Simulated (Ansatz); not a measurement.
AlN: single point with PBE

Crystal: AlN.

```xyz
2
Lattice="0.0000 2.1840 2.1840 2.1840 0.0000 2.1840 2.1840 2.1840 0.0000" Properties=species:S:1:pos:R:3 pbc="T T T"
Al    0.0000    0.0000    0.0000
N     1.0920    1.0920    1.0920
```

Measurements of this composition are mostly on another form, of space group No. 186.

```yaml
Program: Ansatz 0.2.0
Task: single point
Functional: PBE
Potentials_or_basis: Ansatz PAW
Cutoff: "420 eV (not typed: the program's choice for these potentials)"
k_mesh: 10 × 10 × 10
Occupations: gaussian, width 0.03 eV
Spin: no spin polarisation
```

| Quantity | Value |
| --- | --- |
| Pressure | 4.9 GPa |
| Band gap on the k mesh | 3.33 eV, indirect (least direct gap 4.19 eV) |

Levels at points of the mesh, in eV from the valence-band top:
```
             k point  band 1  band 2  band 3  band 4  band 5  band 6  band 7  band 8
  (0.00, 0.00, 0.00)  -14.97    0.00    0.00    0.00    4.19   12.58   12.58   12.58
 (0.00, 0.00, -0.50)  -12.92   -5.84   -0.48   -0.48    7.38    9.86   11.15   11.15
(0.00, -0.50, -0.50)  -12.29   -4.89   -1.77   -1.77    3.33    8.62   13.95   15.72
```

Wall time 1.8 s on 2 threads of Intel(R) Xeon(R) Processor @ 2.50GHz (Skylake/Cascade Lake), on a shared host, peak memory 0.29 GiB.

Caveat: the pressure holds a Pulay correction of +0.5 GPa for the finite cutoff. A k mesh can miss the band edges.
